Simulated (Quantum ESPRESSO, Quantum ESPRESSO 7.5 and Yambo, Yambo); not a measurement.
## A GW chain in Yambo: CdS (Hawleyite)

Aim: the G0W0 gap of CdS (Hawleyite) on PBE, step by step.

Main program and level: Quantum ESPRESSO 7.5 and Yambo 5.3.0; PBE and many-body steps on it, plane waves.

**What was measured.**

- Gap 2.42 eV: optical gap from inflexion point of photoacoustic spectrum, as-grown film; photoacoustic spectroscopy; film (as-grown chemical bath deposited film, about 0.25 um thick, deposited at 80 C) (“Study of the band--gap shift in CdS films: Influence of thermal annealing in different atmospheres”, 1995, arxiv:cond-mat/9501125).

## 1. Starting point

Symmetry: F-43m, No. 216, cubic system. The conventional cell has a = 5.916 Å, b = 5.916 Å, c = 5.916 Å, α = 90.00°, β = 90.00°, γ = 90.00°. Nearest to Cd lie 4 S at 2.56 Å. Nearest to S lie 4 Cd at 2.56 Å. Farther neighbours and most contacts between anions are not listed.

The cell and positions come from the Crystallography Open Database and are kept as given unless a step says otherwise.

## 2. Ground state

This step: Quantum ESPRESSO 7.5; DFT, PBE, plane waves, norm-conserving pseudopotentials.

The ground-state density comes first.

pw.in reads:

```
&control
  calculation = 'scf'
  prefix = 'x'
  outdir = 'o'
  pseudo_dir = 'pseudo'
/
&system
  ibrav = 0
  nat = 2
  ntyp = 2
  ecutwfc = 94.0
  nbnd = 18
  force_symmorphic = .true.
/
&electrons
  conv_thr = 1e-10
  electron_maxstep = 80
  mixing_beta = 0.5
/
ATOMIC_SPECIES
  Cd 112.41 Cd.upf
  S 32.06 S.upf
CELL_PARAMETERS angstrom
  0.0000000000 2.9582000000 2.9582000000
  2.9582000000 0.0000000000 2.9582000000
  2.9582000000 2.9582000000 -0.0000000000
ATOMIC_POSITIONS crystal
  Cd 0.0000000000 0.0000000000 0.0000000000
  S 0.2500000000 0.2500000000 0.2500000000
K_POINTS automatic
  6 6 6 0 0 0
```

Launch:

```sh
$ OMP_NUM_THREADS=1 mpirun -n 4 pw.x -nk 4 -in pw.in > pw.out
```

Output:

```text
Program PWSCF v.7.5 starts

     This program is part of the open-source Quantum ESPRESSO suite
     for quantum simulation of materials; please cite
         "P. Giannozzi et al., J. Phys.:Condens. Matter 21 395502 (2009);
         "P. Giannozzi et al., J. Phys.:Condens. Matter 29 465901 (2017);
         "P. Giannozzi et al., J. Chem. Phys. 152 154105 (2020);
     in publications or presentations arising from this work. More details at
     Message from routine setup:
     using ibrav=0 with symmetry is DISCOURAGED, use correct ibrav instead

     G-vector sticks info

     bravais-lattice index     =            0
     lattice parameter (alat)  =       7.9057  a.u.
     unit-cell volume          =     349.3890 (a.u.)^3
     number of atoms/cell      =            2
     number of atomic types    =            2
     number of electrons       =        26.00
     number of Kohn-Sham states=           18
     kinetic-energy cutoff     =      94.0000  Ry
     charge density cutoff     =     376.0000  Ry
     scf convergence threshold =      1.0E-10
     mixing beta               =       0.5000
     number of iterations used =            8  plain     mixing
     Exchange-correlation= PBE
                           (   1   4   3   4   0   0   0)

     celldm(1)=   7.905719  celldm(2)=   0.000000  celldm(3)=   0.000000
     celldm(4)=   0.000000  celldm(5)=   0.000000  celldm(6)=   0.000000

     crystal axes: (cart. coord. in units of alat)
               a(1) = (   0.000000   0.707107   0.707107 )
               a(2) = (   0.707107   0.000000   0.707107 )
               a(3) = (   0.707107   0.707107  -0.000000 )

     reciprocal axes: (cart. coord. in units 2 pi/alat)
               b(1) = ( -0.707107  0.707107  0.707107 )
               b(2) = (  0.707107 -0.707107  0.707107 )
               b(3) = (  0.707107  0.707107 -0.707107 )
     Pseudo is Norm-conserving + core correction, Zval = 20.0
     Generated using ONCVPSP code by D. R. Hamann
     Using radial grid of 1368 points,  6 beta functions with:
     Pseudo is Norm-conserving + core correction, Zval =  6.0
     Generated using ONCVPSP code by D. R. Hamann
     Using radial grid of 1146 points,  6 beta functions with:
     Cd               20.00   112.41000     Cd( 1.00)
     S                 6.00    32.06000     S ( 1.00)

     24 Sym. Ops. (no inversion) found

   Cartesian axes

     site n.     atom                  positions (alat units)
         1        Cd     tau(   1) = (   0.0000000   0.0000000   0.0000000  )
         2        S      tau(   2) = (   0.3535534   0.3535534   0.3535534  )

     number of k points=    16
                       cart. coord. in units 2pi/alat
        k(    1) = (   0.0000000   0.0000000   0.0000000), wk =   0.0092593
        k(    2) = (   0.1178511   0.1178511  -0.1178511), wk =   0.0740741
        k(    3) = (   0.2357023   0.2357023  -0.2357023), wk =   0.0740741
        k(    4) = (  -0.3535534  -0.3535534   0.3535534), wk =   0.0370370
        k(    5) = (   0.2357023   0.0000000  -0.0000000), wk =   0.0555556
        k(    6) = (   0.3535534   0.1178511  -0.1178511), wk =   0.2222222
        k(    7) = (  -0.2357023  -0.4714045   0.4714045), wk =   0.2222222
        k(    8) = (  -0.1178511  -0.3535534   0.3535534), wk =   0.2222222
        k(    9) = (   0.0000000  -0.2357023   0.2357023), wk =   0.1111111
        k(   10) = (   0.4714045   0.0000000  -0.0000000), wk =   0.0555556
     [... 4 further rows ...]
        k(   15) = (  -0.1178511  -0.3535534   0.5892557), wk =   0.2222222
        k(   16) = (  -0.7071068   0.2357023   0.0000000), wk =   0.1111111

     Dense  grid:    43143 G-vectors     FFT dimensions: (  50,  50,  50)

     Initial potential from superposition of free atoms

     starting charge      25.9997, renormalised to      26.0000
     Starting wfcs are   14 randomized atomic wfcs +    4 random wfcs

     per-process dynamical memory:    36.4 Mb

     Self-consistent Calculation

     iteration #  1     ecut=    94.00 Ry     beta= 0.50

     Threshold (ethr) on eigenvalues was too large:
     Diagonalizing with lowered threshold

     total energy              =    -372.79998326 Ry
     estimated scf accuracy    <       0.12849053 Ry

     iteration #  2     ecut=    94.00 Ry     beta= 0.50

     total energy              =    -372.83339659 Ry
     estimated scf accuracy    <       0.01302256 Ry

     iteration #  3     ecut=    94.00 Ry     beta= 0.50

     total energy              =    -372.83541375 Ry
     estimated scf accuracy    <       0.00122559 Ry

     iteration #  4     ecut=    94.00 Ry     beta= 0.50

     total energy              =    -372.83551233 Ry
     estimated scf accuracy    <       0.00004086 Ry

     iteration #  5     ecut=    94.00 Ry     beta= 0.50

     total energy              =    -372.83552140 Ry
     estimated scf accuracy    <       0.00000232 Ry

     iteration #  6     ecut=    94.00 Ry     beta= 0.50

     total energy              =    -372.83552203 Ry
     estimated scf accuracy    <       0.00000023 Ry

     iteration #  7     ecut=    94.00 Ry     beta= 0.50

     total energy              =    -372.83552209 Ry
     estimated scf accuracy    <       0.00000014 Ry

     iteration #  8     ecut=    94.00 Ry     beta= 0.50

     total energy              =    -372.83552213 Ry
     estimated scf accuracy    <       0.00000002 Ry

     iteration #  9     ecut=    94.00 Ry     beta= 0.50

     total energy              =    -372.83552213 Ry
     estimated scf accuracy    <          1.3E-10 Ry

     iteration # 10     ecut=    94.00 Ry     beta= 0.50

     End of self-consistent calculation

          k = 0.0000 0.0000 0.0000 (  5329 PWs)   bands (ev):

   -94.8934 -55.9564 -55.9564 -55.9564  -5.7204  -1.1873  -1.1873  -1.1873
    -0.7644  -0.7644   6.3926   6.3926   6.3926   7.4443  12.9289  12.9289
    12.9289  17.7126

          k = 0.1179 0.1179-0.1179 (  5354 PWs)   bands (ev):

   -94.8935 -55.9566 -55.9565 -55.9565  -5.6235  -1.1537  -1.1537  -1.0916
    -0.7649  -0.7649   4.9331   6.2045   6.2045   8.6016  12.5680  13.2277
    13.2277  16.9742

          k = 0.2357 0.2357-0.2357 (  5375 PWs)   bands (ev):

   -94.8935 -55.9569 -55.9566 -55.9566  -5.4289  -1.0990  -1.0990  -0.7522
    -0.7495  -0.7495   3.1521   5.8614   5.8614   9.2892  13.0207  13.4516
    13.4516  17.3475

          k =-0.3536-0.3536 0.3536 (  5396 PWs)   bands (ev):

     [... further k-points ...]

     highest occupied, lowest unoccupied level (ev):     6.3926    7.4443

!    total energy              =    -372.83552213 Ry
     estimated scf accuracy    <          5.8E-11 Ry

     The total energy is the sum of the following terms:
     one-electron contribution =    -254.22930243 Ry
     hartree contribution      =     132.21584745 Ry
     xc contribution           =     -54.81215059 Ry
     ewald contribution        =    -196.00991657 Ry

     convergence has been achieved in  10 iterations

     XML data file, charge density, pseudopotentials, collected wavefunctions

=------------------------------------------------------------------------------=
   JOB DONE.
=------------------------------------------------------------------------------=
```

Wall time 9.6 s (4 MPI ranks of Arm Neoverse V1, shared host); peak memory 0.32 GiB; 38 s of CPU time.

Numbers from this step:

```yaml
total_energy: -5072.6857 eV
gap: 1.052 eV
k_of_the_valence_top: 0, 0, 0
k_of_the_conduction_bottom: 0, 0, 0
least_direct_gap: 1.052 eV
```

The gap is direct, at Γ.

## 3. Bands along the symmetry lines

The cheap functional maps the bands first; the places of the edges decide which points the dearer methods must see.

pw.in reads:

```
&control
  calculation = 'bands'
  prefix = 'x'
  outdir = 'o'
  pseudo_dir = 'pseudo'
/
&system
  ibrav = 0
  nat = 2
  ntyp = 2
  ecutwfc = 94.0
  nbnd = 19
  force_symmorphic = .true.
/
&electrons
  conv_thr = 1e-9
  electron_maxstep = 80
  diago_full_acc = .true.
  diago_thr_init = 5e-6
/
ATOMIC_SPECIES
  Cd 112.41 Cd.upf
  S 32.06 S.upf
CELL_PARAMETERS angstrom
  0.0000000000 2.9582000000 2.9582000000
  2.9582000000 0.0000000000 2.9582000000
  2.9582000000 2.9582000000 -0.0000000000
ATOMIC_POSITIONS crystal
  Cd 0.0000000000 0.0000000000 0.0000000000
  S 0.2500000000 0.2500000000 0.2500000000
K_POINTS crystal
  50
  0.00000000 0.00000000 0.00000000 1
  -0.06250000 -0.06250000 0.00000000 1
  -0.12500000 -0.12500000 0.00000000 1
  -0.18750000 -0.18750000 0.00000000 1
  -0.25000000 -0.25000000 0.00000000 1
  -0.31250000 -0.31250000 0.00000000 1
  -0.37500000 -0.37500000 0.00000000 1
  -0.43750000 -0.43750000 0.00000000 1
  -0.50000000 -0.50000000 0.00000000 1
  -0.48437500 -0.48437500 0.03125000 1
  -0.46875000 -0.46875000 0.06250000 1
  -0.45312500 -0.45312500 0.09375000 1
  -0.43750000 -0.43750000 0.12500000 1
  -0.42187500 -0.42187500 0.15625000 1
  -0.40625000 -0.40625000 0.18750000 1
  -0.39062500 -0.39062500 0.21875000 1
  -0.37500000 -0.37500000 0.25000000 1
  -0.37500000 0.00000000 0.37500000 1
  -0.32812500 0.00000000 0.32812500 1
  -0.28125000 0.00000000 0.28125000 1
  -0.23437500 0.00000000 0.23437500 1
  -0.18750000 0.00000000 0.18750000 1
  -0.14062500 0.00000000 0.14062500 1
  -0.09375000 0.00000000 0.09375000 1
  -0.04687500 0.00000000 0.04687500 1
  0.00000000 0.00000000 0.00000000 1
  0.00000000 0.00000000 0.06250000 1
  0.00000000 0.00000000 0.12500000 1
  0.00000000 0.00000000 0.18750000 1
  0.00000000 0.00000000 0.25000000 1
  0.00000000 0.00000000 0.31250000 1
  0.00000000 0.00000000 0.37500000 1
  0.00000000 0.00000000 0.43750000 1
  -0.00000000 -0.00000000 0.50000000 1
  -0.06250000 -0.03125000 0.46875000 1
  -0.12500000 -0.06250000 0.43750000 1
  -0.18750000 -0.09375000 0.40625000 1
  -0.25000000 -0.12500000 0.37500000 1
  -0.31250000 -0.15625000 0.34375000 1
  -0.37500000 -0.18750000 0.31250000 1
  -0.43750000 -0.21875000 0.28125000 1
  -0.50000000 -0.25000000 0.25000000 1
  -0.50000000 -0.28125000 0.21875000 1
  -0.50000000 -0.31250000 0.18750000 1
  -0.50000000 -0.34375000 0.15625000 1
  -0.50000000 -0.37500000 0.12500000 1
  -0.50000000 -0.40625000 0.09375000 1
  -0.50000000 -0.43750000 0.06250000 1
  -0.50000000 -0.46875000 0.03125000 1
  -0.50000000 -0.50000000 0.00000000 1
```

Output:

```text
[banner, memory and clock lines left out]
Program PWSCF v.7.5 starts

     Atomic positions and unit cell read from directory:
     o/x.save/

     Message from routine setup:
     using ibrav=0 with symmetry is DISCOURAGED, use correct ibrav instead

     G-vector sticks info

     bravais-lattice index     =            0
     lattice parameter (alat)  =       7.9057  a.u.
     unit-cell volume          =     349.3890 (a.u.)^3
     number of atoms/cell      =            2
     number of atomic types    =            2
     number of electrons       =        26.00
     number of Kohn-Sham states=           19
     kinetic-energy cutoff     =      94.0000  Ry
     charge density cutoff     =     376.0000  Ry
     Exchange-correlation= PBE
                           (   1   4   3   4   0   0   0)

     celldm(1)=   7.905719  celldm(2)=   0.000000  celldm(3)=   0.000000
     celldm(4)=   0.000000  celldm(5)=   0.000000  celldm(6)=   0.000000

     crystal axes: (cart. coord. in units of alat)
               a(1) = (   0.000000   0.707107   0.707107 )
               a(2) = (   0.707107   0.000000   0.707107 )
               a(3) = (   0.707107   0.707107  -0.000000 )

     reciprocal axes: (cart. coord. in units 2 pi/alat)
               b(1) = ( -0.707107  0.707107  0.707107 )
               b(2) = (  0.707107 -0.707107  0.707107 )
               b(3) = (  0.707107  0.707107 -0.707107 )
     Pseudo is Norm-conserving + core correction, Zval = 20.0
     Generated using ONCVPSP code by D. R. Hamann
     Using radial grid of 1368 points,  6 beta functions with:
     Pseudo is Norm-conserving + core correction, Zval =  6.0
     Generated using ONCVPSP code by D. R. Hamann
     Using radial grid of 1146 points,  6 beta functions with:
     Cd               20.00   112.41000     Cd( 1.00)
     S                 6.00    32.06000     S ( 1.00)

     24 Sym. Ops. (no inversion) found

   Cartesian axes

     site n.     atom                  positions (alat units)
         1        Cd     tau(   1) = (   0.0000000   0.0000000   0.0000000  )
         2        S      tau(   2) = (   0.3535534   0.3535534   0.3535534  )

     number of k points=    50
                       cart. coord. in units 2pi/alat
        k(    1) = (   0.0000000   0.0000000   0.0000000), wk =   0.0400000
        k(    2) = (   0.0000000   0.0000000  -0.0883883), wk =   0.0400000
        k(    3) = (   0.0000000   0.0000000  -0.1767767), wk =   0.0400000
[...]
[... 38 further rows ...]
        k(   49) = (   0.0441942  -0.0000000  -0.7071068), wk =   0.0400000
        k(   50) = (   0.0000000   0.0000000  -0.7071068), wk =   0.0400000

     Dense  grid:    43143 G-vectors     FFT dimensions: (  50,  50,  50)

     The potential is recalculated from file :
     o/x.save/charge-density

     Starting wfcs are   14 randomized atomic wfcs +    5 random wfcs

     Band Structure Calculation

     End of band structure calculation

          k = 0.0000 0.0000 0.0000 (  5329 PWs)   bands (ev):

   -94.8936 -55.9566 -55.9566 -55.9566  -5.7203  -1.1874  -1.1874  -1.1874
    -0.7645  -0.7645   6.3926   6.3926   6.3926   7.4443  12.9289  12.9289
    12.9289  17.6060  17.7127

          k = 0.0000 0.0000-0.0884 (  5381 PWs)   bands (ev):

   -94.8936 -55.9566 -55.9566 -55.9566  -5.7007  -1.1773  -1.1773  -1.1768
[...]
13.0388  17.1572  17.7356

          k = 0.0000 0.0000-0.1768 (  5373 PWs)   bands (ev):

[...]
13.3516  16.1879  17.8027

          k = 0.0000-0.0000-0.2652 (  5365 PWs)   bands (ev):

[...]
k = 0.0000 0.0000-0.3536 (  5353 PWs)   bands (ev):

[...]
k =-0.0000 0.0000-0.4419 (  5393 PWs)   bands (ev):

[...]
k = 0.0000-0.0000-0.5303 (  5398 PWs)   bands (ev):

[...]
k = 0.0000-0.0000-0.6187 (  5394 PWs)   bands (ev):

[...]
k = 0.0000 0.0000 0.0000 (  5329 PWs)   bands (ev):

[...]
k = 0.2652 0.0000-0.7071 (  5368 PWs)   bands (ev):

[...]
k = 0.0884-0.0000-0.7071 (  5394 PWs)   bands (ev):

[...]
k = 0.0442-0.0000-0.7071 (  5398 PWs)   bands (ev):

[...]
16.7303  16.9219  18.5829

          k = 0.0000 0.0000-0.7071 (  5410 PWs)   bands (ev):

   -94.8937 -55.9571 -55.9569 -55.9569  -5.2122  -0.9875  -0.8790  -0.8790
    -0.6882  -0.3594   2.6294   4.6610   4.6610  10.0198  10.6859  15.4185
    16.9108  16.9108  18.4880

     XML data file, pseudopotentials, collected wavefunctions
```

The job ended after 8.6 s (4 MPI ranks; peak memory 0.25 GiB).

This step gave:

| Quantity | Value |
| --- | --- |
| gap | 1.052 eV |
| k of the valence top | 0, 0, 0 |
| k of the conduction bottom | 0, 0, 0 |
| least direct gap | 1.052 eV |

The gap is 1.052 eV, as in the run before at this level.

Electronic bands along the path, in eV, zero at the top of the highest filled band:

```csv
point,band 10,band 11,band 12,band 13,band 14,band 15,band 16,band 17
Γ,-7.16,0.00,0.00,0.00,1.05,6.54,6.54,6.54
halfway,-7.12,-2.25,-0.94,-0.94,3.49,4.84,8.04,8.04
X,-6.75,-3.76,-1.73,-1.73,3.63,4.29,9.03,10.52
halfway,-6.70,-3.75,-1.98,-1.65,3.90,4.58,8.80,9.86
U,-6.64,-3.73,-2.34,-1.41,4.23,5.35,8.38,8.92
jump to K,-6.64,-3.73,-2.34,-1.41,4.23,5.35,8.38,8.92
halfway,-7.10,-2.65,-1.26,-0.39,3.47,6.06,6.76,7.24
Γ,-7.16,0.00,0.00,0.00,1.05,6.54,6.54,6.54
halfway,-7.15,-2.39,-0.36,-0.36,2.69,6.23,7.02,7.02
L,-6.81,-4.14,-0.69,-0.69,2.95,6.99,6.99,7.33
halfway,-6.71,-3.88,-1.80,-1.12,4.25,5.83,7.13,8.26
W,-6.59,-3.70,-2.08,-2.04,5.24,5.44,7.14,8.04
halfway,-6.67,-3.73,-1.91,-1.89,4.30,4.72,8.57,8.81
X,-6.75,-3.76,-1.73,-1.73,3.63,4.29,9.03,10.52
```

[end of part 1 of 2]

[Paths, hosts, dates, memory and timing lines, banners, echoed tables and standing remarks are left out of the program output.]

[Logs are printed without paths, hosts, clocks, repeated set-up lines and the standing remarks that a program may print on its own settings, such as how far it seeks lower states.]

[Runs of the session that timed out or met a known fault of the program may be left out.]

[Hosts, paths, dates, database ids (printed as entryN), source tags and the programs' standing remarks are cut or masked in the printed files.]
